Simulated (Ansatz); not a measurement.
ZrO2 (baddeleyite type, space group P2_1/c)

```
CELL_PARAMETERS angstrom
      5.18930     0.00000     0.00000
      0.00000     5.24180     0.00000
     -0.90344     0.00000     5.30261
ATOMIC_POSITIONS crystal
  Zr 0.27571 0.04384 0.21016
  Zr 0.72429 0.54384 0.28984
  Zr 0.72429 0.95616 0.78984
  Zr 0.27571 0.45616 0.71016
  O  0.06488 0.32613 0.35022
  O  0.93512 0.82613 0.14978
  O  0.93512 0.67387 0.64978
  O  0.06488 0.17387 0.85022
  O  0.45109 0.75674 0.47528
  O  0.54891 0.25674 0.02472
  O  0.54891 0.24326 0.52472
  O  0.45109 0.74326 0.97528
```

A phonon eigenvector at Γ is frozen into this cell: atom i moves by Q times the vector below, so Q is the largest atomic displacement, in Å. The cell is held.

| atom | x | y | z |
|---|---|---|---|
| Zr1 | -0.261 | 0.017 | -0.090 |
| Zr2 | -0.261 | -0.017 | -0.090 |
| Zr3 | -0.261 | 0.017 | -0.090 |
| Zr4 | -0.261 | -0.017 | -0.090 |
| O5 | 0.668 | 0.365 | 0.648 |
| O6 | 0.668 | -0.365 | 0.648 |
| O7 | 0.668 | 0.365 | 0.648 |
| O8 | 0.668 | -0.365 | 0.648 |
| O9 | 0.820 | -0.531 | -0.137 |
| O10 | 0.820 | 0.531 | -0.137 |
| O11 | 0.820 | -0.531 | -0.137 |
| O12 | 0.820 | 0.531 | -0.137 |

The numbers are results of PBE (plane waves to 420 eV, PAW, scalar-relativistic; Ansatz, a quantum-chemistry and plane-wave program), not measurements. k mesh 5×5×5 (Γ-centred), Fermi-Dirac smearing 0.05 eV. The energy includes the smearing's −TS. Compression counts positive. The PAW data are Ansatz's earlier set. ZrO2 is run without spin polarisation. ZrO2 was relaxed with its symmetry unable to fall. The zero of ΔE is the undisplaced structure.

| Q (Å) | ΔE (eV/cell) | −dE/dQ from forces (eV/Å) | P (GPa) |
|---|---|---|---|
| -0.280 | 2.399 | 20.463 | 12.5 |
| -0.233 | 1.567 | ___ | 8.5 |
| -0.187 | 0.951 | ___ | 5.4 |
| -0.140 | ___ | 7.737 | 3.0 |
| -0.093 | 0.221 | 4.851 | 1.3 |
| -0.047 | 0.054 | 2.333 | 0.3 |
| 0.000 | 0.000 | 0.000 | 0.0 |
| 0.047 | 0.054 | -2.333 | 0.3 |
| 0.093 | 0.221 | -4.851 | 1.3 |
| 0.140 | ___ | -7.737 | 3.0 |
| 0.187 | 0.951 | ___ | 5.4 |
| 0.233 | 1.567 | ___ | 8.5 |
| 0.280 | 2.399 | -20.463 | 12.5 |

Question: Complete the blanks.

Answer: 
- -0.233, −dE/dQ from forces (eV/Å): 15.360
- -0.187, −dE/dQ from forces (eV/Å): 11.179
- -0.140, ΔE (eV/cell): 0.513
- 0.140, ΔE (eV/cell): 0.513
- 0.187, −dE/dQ from forces (eV/Å): -11.179
- 0.233, −dE/dQ from forces (eV/Å): -15.360

(For displaced atoms, the force is minus the slope of the energy, and its curvature is a force constant, which sets phonon frequencies.)
